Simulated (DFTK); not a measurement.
# In (I4/mmm) in DFTK: notebook

The runs below take In through single point, equation of state, with PBE.

Everything below comes from runs of DFTK 0.8.2. Logs are shortened: lines on timing, memory, paths and dates and some standing lists are left out, and cuts for length are marked.

**1. The crystal as given**

It takes space group I4/mmm (No. 139, tetragonal). Conventional cell: a = 3.251 Å, b = 3.251 Å, c = 4.947 Å, α = 90.00°, β = 90.00°, γ = 90.00°. Around In (site symmetry 4/mmm) lie 12 In at 3.25 to 3.38 Å.

**2. Single point, PBE, 24.57 Å³/atom (volume scaled by 0.94)**

run.jl reads:

```julia
using DFTK
using PseudoPotentialData
using Unitful, UnitfulAtomic
using LinearAlgebra, Printf
include("save.jl")
disable_threading()

# lattice vectors are the columns
lattice = austrip(1u"Å") * [      -1.62547        1.62547        1.62547;
                  1.62547       -1.62547        1.62547;
                   2.4737         2.4737        -2.4737]
symbols   = [:In]
positions = [[0.0, 0.0, 0.0]]
pseudopotentials = Dict(:In => "In.upf")
elements = Dict(s => ElementPsp(s, pseudopotentials; rcut=10.0) for s in unique(symbols))
atoms    = [elements[s] for s in symbols]

build_model(lattice, positions; symmetries=true) =
    model_DFT(lattice, atoms, positions;
              functionals=PBE(),
              temperature=austrip(0.05u"eV"),
              smearing=Smearing.FermiDirac(),
              symmetries)
Ecut  = 45.0  # hartree
kgrid = [6, 6, 6]
tol   = 1e-6
to_GPa = ustrip(uconvert(u"GPa", 1u"hartree/bohr^3"))

results["points"] = []
for scale in [0.94, 0.96, 0.98, 1.0, 1.02, 1.04, 1.06]
    println("\n=== scale = ", scale)
    model = build_model(cbrt(scale) * lattice, positions)
    basis = PlaneWaveBasis(model; Ecut, kgrid)
    t0 = time()
    scfres = self_consistent_field(basis;
                                   tol,
                                   nbandsalg=AdaptiveBands(model; n_bands_converge=11))
    seconds = time() - t0
    @printf "SCF: %d iterations, %.1f s\n" scfres.n_iter seconds
    forces = compute_forces_cart(scfres)
    stress = compute_stresses_cart(scfres)
    @printf "V = %.5f Å^3  F = %.8f Ha  max force = %.5f eV/Å  p = %.4f GPa\n" ustrip(auconvert(u"Å^3", model.unit_cell_volume)) scfres.energies.total ustrip(auconvert(u"eV/Å", maximum(norm, forces))) (-tr(stress) / 3 * to_GPa)
    push!(results["points"], save_scf!(scfres; forces, stress, d=Dict{String,Any}("seconds" => seconds, "n_matvec" => get(scfres, :n_matvec, 0))))
end

# third-order Birch-Murnaghan fit in x = V^(-2/3)
V = [0.94, 0.96, 0.98, 1.0, 1.02, 1.04, 1.06] * abs(det(lattice))
E = [p["total"] for p in results["points"]]
x = V .^ (-2 / 3)
c = [x .^ 0 x x .^ 2 x .^ 3] \ E
Δ = c[3]^2 - 3c[2] * c[4]
if Δ > 0
    x0 = (-c[3] + sqrt(Δ)) / 3c[4]
    B0 = 4 / 9 * x0^(7 / 2) * (2c[3] + 6c[4] * x0)
    @printf "V0 = %.4f Å^3  B0 = %.2f GPa\n" ustrip(auconvert(u"Å^3", x0^(-3 / 2))) B0 * to_GPa
end
```

Potentials or basis: SG15 1.2 (PBE).

Run with:

```
$ julia --threads=1 run.jl  # one pass of the loop, scale = 0.94; save.jl only writes the numbers to a file and isn't shown; printed stress counts tension as positive; times include loading and compiling
```

What it wrote:

```text
=== scale = 0.94
n     Energy            log10(ΔE)   log10(Δρ)   Diag   Δtime
---   ---------------   ---------   ---------   ----   ------
  1   -52.29116542143                   -1.26    6.6    6.14s
  2   -52.29408336126       -2.53       -1.81    1.0    3.46s
  3   -52.29421961030       -3.87       -2.11    3.0    4.26s
  4   -52.29422286969       -5.49       -2.72    1.1    3.07s
  5   -52.29422430901       -5.84       -3.09    2.6    3.64s
  6   -52.29422457399       -6.58       -3.81    1.8    3.71s
  7   -52.29422458222       -8.08       -4.15    1.9    2.41s
  8   -52.29422458408       -8.73       -5.12    2.0    3.68s
  9   -52.29422458412      -10.40       -5.05    3.1    4.33s
 10   -52.29422458414      -10.66       -6.62    1.1    2.97s
SCF: 10 iterations, 38.2 s
V = 24.57496 Å^3  F = -52.29422458 Ha  max force = 0.00000 eV/Å  p = 4.6629 GPa
```

Wall time 38 s (1 thread of Intel Xeon Platinum 8259CL at 2.50GHz (Skylake/Cascade Lake), shared host).

Results:

| Quantity | Value |
| --- | --- |
| Free energy | -1422.9983 eV |
| Pressure | 4.7 GPa |
| Band gap on the k mesh | none (metal or under the smearing width) |

Caveat: the k mesh is coarse (spacing up to 0.47 Å⁻¹), so the values aren't converged.

**3. Single point, PBE, 25.10 Å³/atom (volume scaled by 0.96)**

run.jl is that of step 2.

Potentials or basis: SG15 1.2 (PBE).

Run with:

```
$ julia --threads=1 run.jl  # one pass of the loop, scale = 0.96; save.jl only writes the numbers to a file and isn't shown; printed stress counts tension as positive; times include loading and compiling
```

It took 66 s on 1 thread of Intel Xeon Platinum 8259CL at 2.50GHz (Skylake/Cascade Lake), shared host.

It converged, with:

* Free energy: -1423.0117 eV
* Pressure: 3.5 GPa
* Band gap on the k mesh: none (metal or under the smearing width)

Caveat: the k mesh is coarse (spacing up to 0.46 Å⁻¹), so the values aren't converged.

**4. Single point, PBE, 25.62 Å³/atom (volume scaled by 0.98)**

run.jl is that of step 3.

Run with:

```
$ julia --threads=1 run.jl  # one pass of the loop, scale = 0.98; save.jl only writes the numbers to a file and isn't shown; printed stress counts tension as positive; times include loading and compiling
```

It took 60 s on 1 thread of Intel Xeon Platinum 8259CL at 2.50GHz (Skylake/Cascade Lake), shared host.

Results (log left out):

```
Free energy            : -1423.0214 eV
Pressure               : 2.5 GPa
Band gap on the k mesh : none (metal or under the smearing width)
```

Caveat: the k mesh is coarse (spacing up to 0.46 Å⁻¹), so the values aren't converged.

**5. Single point, PBE, 26.14 Å³/atom**

run.jl is that of step 4.

Run with:

```
$ julia --threads=1 run.jl  # one pass of the loop, scale = 1.0; save.jl only writes the numbers to a file and isn't shown; printed stress counts tension as positive; times include loading and compiling
```

Wall time 61 s (1 thread of Intel Xeon Platinum 8259CL at 2.50GHz (Skylake/Cascade Lake), shared host).

The run converged. Its results:

```yaml
Free_energy: -1423.0281 eV
Pressure: 1.6 GPa
Band_gap_on_the_k_mesh: none (metal or under the smearing width)
```

Caveat: the k mesh is coarse (spacing up to 0.46 Å⁻¹), so the values aren't converged.

**6. Single point, PBE, 26.67 Å³/atom (volume scaled by 1.02)**

run.jl is that of step 5.

Potentials or basis: SG15 1.2 (PBE).

Run with:

```
$ julia --threads=1 run.jl  # one pass of the loop, scale = 1.02; save.jl only writes the numbers to a file and isn't shown; printed stress counts tension as positive; times include loading and compiling
```

It took 53 s on 1 thread of Intel Xeon Platinum 8259CL at 2.50GHz (Skylake/Cascade Lake), shared host.

Results (log left out):

```
Free energy            : -1423.0319 eV
Pressure               : 0.8 GPa
Band gap on the k mesh : none (metal or under the smearing width)
```

Caveat: the k mesh is coarse (spacing up to 0.45 Å⁻¹), so the values aren't converged.

**7. Single point, PBE, 27.19 Å³/atom (volume scaled by 1.04)**

run.jl is that of step 6.

Run with:

```
$ julia --threads=1 run.jl  # one pass of the loop, scale = 1.04; save.jl only writes the numbers to a file and isn't shown; printed stress counts tension as positive; times include loading and compiling
```

Run time: 65 s. Hardware: 1 thread of Intel Xeon Platinum 8259CL at 2.50GHz (Skylake/Cascade Lake), shared host.

The run converged. Its results:

```yaml
Free_energy: -1423.0331 eV
Pressure: 0.0 GPa
Band_gap_on_the_k_mesh: none (metal or under the smearing width)
```

Caveat: the k mesh is coarse (spacing up to 0.45 Å⁻¹), so the values aren't converged.

**8. Single point, PBE, 27.71 Å³/atom (volume scaled by 1.06)**

run.jl is that of step 7.

Run with:

```
$ julia --threads=1 run.jl  # one pass of the loop, scale = 1.06; save.jl only writes the numbers to a file and isn't shown; printed stress counts tension as positive; times include loading and compiling
```

Wall time 66 s (1 thread of Intel Xeon Platinum 8259CL at 2.50GHz (Skylake/Cascade Lake), shared host).

The run converged. Its results:

| Item | Value |
| --- | --- |
| Free energy | -1423.0320 eV |
| Pressure | -0.7 GPa |
| Band gap on the k mesh | none (metal or under the smearing width) |

Caveat: the k mesh is coarse (spacing up to 0.45 Å⁻¹), so the values aren't converged.

**9. Single point, PBE, 24.57 Å³/atom (volume scaled by 0.94)**

run.jl is that of step 8.

Potentials or basis: SPMS 1.0 (PBE).

Run with:

```
$ julia --threads=1 run.jl  # one pass of the loop, scale = 0.94; save.jl only writes the numbers to a file and isn't shown; printed stress counts tension as positive; times include loading and compiling
```

Run time: 41 s. Hardware: 1 thread of Intel Xeon Platinum 8259CL at 2.50GHz (Skylake/Cascade Lake), shared host.

Results (log left out):

```yaml
Free_energy: -1672.4230 eV
Pressure: 4.7 GPa
Band_gap_on_the_k_mesh: none (metal or under the smearing width)
```

Caveat: the k mesh is coarse (spacing up to 0.47 Å⁻¹), so the values aren't converged.

**10. Single point, PBE, 25.10 Å³/atom (volume scaled by 0.96)**

run.jl is that of step 9.

Run with:

```
$ julia --threads=1 run.jl  # one pass of the loop, scale = 0.96; save.jl only writes the numbers to a file and isn't shown; printed stress counts tension as positive; times include loading and compiling
```

It took 68 s on 1 thread of Intel Xeon Platinum 8259CL at 2.50GHz (Skylake/Cascade Lake), shared host.

Results (log left out):

```yaml
Free_energy: -1672.4363 eV
Pressure: 3.5 GPa
Band_gap_on_the_k_mesh: none (metal or under the smearing width)
```

Caveat: the k mesh is coarse (spacing up to 0.46 Å⁻¹), so the values aren't converged.

**11. Single point, PBE, 25.62 Å³/atom (volume scaled by 0.98)**

run.jl is that of step 10.

Run with:

```
$ julia --threads=1 run.jl  # one pass of the loop, scale = 0.98; save.jl only writes the numbers to a file and isn't shown; printed stress counts tension as positive; times include loading and compiling
```

Run time: 75 s. Hardware: 1 thread of Intel Xeon Platinum 8259CL at 2.50GHz (Skylake/Cascade Lake), shared host.

Results (log left out):

```yaml
Free_energy: -1672.4461 eV
Pressure: 2.5 GPa
Band_gap_on_the_k_mesh: none (metal or under the smearing width)
```

Caveat: the k mesh is coarse (spacing up to 0.46 Å⁻¹), so the values aren't converged.

**12. Single point, PBE, 26.14 Å³/atom**

run.jl is that of step 11.

Potentials or basis: SPMS 1.0 (PBE).

Run with:

```
$ julia --threads=1 run.jl  # one pass of the loop, scale = 1.0; save.jl only writes the numbers to a file and isn't shown; printed stress counts tension as positive; times include loading and compiling
```

Wall time 82 s (1 thread of Intel Xeon Platinum 8259CL at 2.50GHz (Skylake/Cascade Lake), shared host).

Results (log left out):

- Free energy: -1672.4527 eV
- Pressure: 1.6 GPa
- Band gap on the k mesh: none (metal or under the smearing width)

Caveat: the k mesh is coarse (spacing up to 0.46 Å⁻¹), so the values aren't converged.

**13. Single point, PBE, 26.67 Å³/atom (volume scaled by 1.02)**

run.jl is that of step 12.

Run with:

```
$ julia --threads=1 run.jl  # one pass of the loop, scale = 1.02; save.jl only writes the numbers to a file and isn't shown; printed stress counts tension as positive; times include loading and compiling
```

It took 72 s on 1 thread of Intel Xeon Platinum 8259CL at 2.50GHz (Skylake/Cascade Lake), shared host.

The run converged. Its results:

```
Free energy            : -1672.4564 eV
Pressure               : 0.8 GPa
Band gap on the k mesh : none (metal or under the smearing width)
```

Caveat: the k mesh is coarse (spacing up to 0.45 Å⁻¹), so the values aren't converged.

**14. Single point, PBE, 27.19 Å³/atom (volume scaled by 1.04)**

run.jl is that of step 13.

Run with:

```
$ julia --threads=1 run.jl  # one pass of the loop, scale = 1.04; save.jl only writes the numbers to a file and isn't shown; printed stress counts tension as positive; times include loading and compiling
```

It took 77 s on 1 thread of Intel Xeon Platinum 8259CL at 2.50GHz (Skylake/Cascade Lake), shared host.

Results (log left out):

```yaml
Free_energy: -1672.4577 eV
Pressure: 0.0 GPa
Band_gap_on_the_k_mesh: none (metal or under the smearing width)
```

Caveat: the k mesh is coarse (spacing up to 0.45 Å⁻¹), so the values aren't converged.

**15. Equation of state, PBE**

Edit run.jl of step 14 so:

```diff
@@ -23,3 +23,3 @@
               symmetries)
-Ecut  = 45.0  # hartree
+Ecut  = 35.0  # hartree
 kgrid = [6, 6, 6]
```

Potentials or basis: in-house norm-conserving set (PBE, scalar relativistic).

Run with:

```
$ julia --threads=1 run.jl  # save.jl only writes the numbers to a file and isn't shown; printed stress counts tension as positive; times include loading and compiling
```

What it wrote:

```text
=== scale = 0.94
n     Energy            log10(ΔE)   log10(Δρ)   Diag   Δtime
---   ---------------   ---------   ---------   ----   ------
  1   -66.42818241280                   -1.47    7.4    5.13s
  2   -66.42965163764       -2.83       -1.88    1.0    2.11s
  3   -66.42975588692       -3.98       -2.11    3.0    3.31s
  4   -66.42975353033   +   -5.63       -2.37    1.3    1.80s
  5   -66.42975900312       -5.26       -2.67    1.2    2.35s
  6   -66.42976138561       -5.62       -3.01    2.2    3.04s
  7   -66.42976182900       -6.35       -3.62    1.3    1.57s
  8   -66.42976188419       -7.26       -4.49    2.6    3.10s
  9   -66.42976188506       -9.06       -4.83    3.9    2.67s
 10   -66.42976188516       -9.99       -4.93    2.1    3.00s
[... 64 further cycles ...]
  3   -66.43094814328       -3.98       -2.13    3.3    3.94s
  4   -66.43094215706   +   -5.22       -2.32    1.6    3.07s
  5   -66.43094962750       -5.13       -2.60    1.0    1.98s
  6   -66.43095320702       -5.45       -3.01    2.0    3.41s
  7   -66.43095367587       -6.33       -3.50    1.3    2.81s
  8   -66.43095376454       -7.05       -4.38    2.4    2.81s
  9   -66.43095376588       -8.87       -4.87    3.6    4.09s
 10   -66.43095376601       -9.90       -5.00    2.5    3.78s
 11   -66.43095376606      -10.29       -5.74    1.0    2.02s
 12   -66.43095376607      -11.39       -6.44    2.6    3.71s
SCF: 12 iterations, 40.8 s
V = 27.71219 Å^3  F = -66.43095377 Ha  max force = 0.00000 eV/Å  p = -0.7016 GPa
V0 = 27.1661 Å^3  B0 = 36.22 GPa
```

It took 9.2 min on 1 thread of Intel Xeon Platinum 8259CL at 2.50GHz (Skylake/Cascade Lake), shared host; peak memory 1.5 GiB.

Results:

* Equilibrium volume: 27.17 Å³/atom
* Bulk modulus at fixed shape and positions: 36 GPa
* Pressure derivative of the bulk modulus: 4.6

Energy against volume, from the lowest point:
| volume (Å³/atom) | energy (meV/atom) |
| --- | --- |
| 24.575 | 33.63 |
| 25.098 | 20.60 |
| 25.621 | 11.08 |
| 26.144 | 4.68 |
| 26.666 | 1.08 |
| 27.189 | 0.00 |
| 27.712 | 1.20 |

Caveat: the k mesh is coarse (spacing up to 0.46 Å⁻¹), so the values aren't converged; the cell was scaled at fixed shape and fractional positions, which overstates the stiffness of a crystal with free parameters, most of all of layers and chains.
